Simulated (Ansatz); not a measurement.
The system is CaO.

```
Ca O
1.0
     0.00000    2.40356    2.40356
     2.40356    0.00000    2.40356
     2.40356    2.40356    0.00000
Ca O
1 1
Cartesian
  0.0000 0.0000 0.0000
  2.4036 2.4036 2.4036
```

The cell is a database's computed one.

Program: Ansatz 0.2.0. Alike in all runs: cell as given.

Problem. Order these runs on this cell by their band gap on the k mesh, lowest first.
A. level BHLYP+D3(BJ)-ATM; potentials or basis JTH PAW; spin off; k mesh 5 × 5 × 5; cutoff (eV) 1380; smearing fermi-dirac 0.01 eV; mesh quality coarse
B. level BHLYP; potentials or basis Ansatz PAW; spin SOC, no magnetisation; k mesh 6 × 6 × 6; cutoff (eV) 550; smearing fixed; other keys hamiltonian.pseudopotentials = kind paw_fr; …; mesh quality not flagged
C. level PBEsol+D3(BJ); potentials or basis JTH PAW; spin off; k mesh 10 × 10 × 10; cutoff (eV) 1380; smearing fermi-dirac 0.05 eV; other keys scf.mixing.algorithm = msr1; scf.mixing.beta = 0.9; …; mesh quality not flagged

Solution. C (3.55 eV), B (8.66 eV), A (8.89 eV).

Caveats: some runs use coarse meshes; odd divisions of the mesh miss points on the zone boundary, where band edges often lie, so the gap on the mesh can be too wide (some runs).

A k mesh can miss the band edges, odd and even meshes differently.
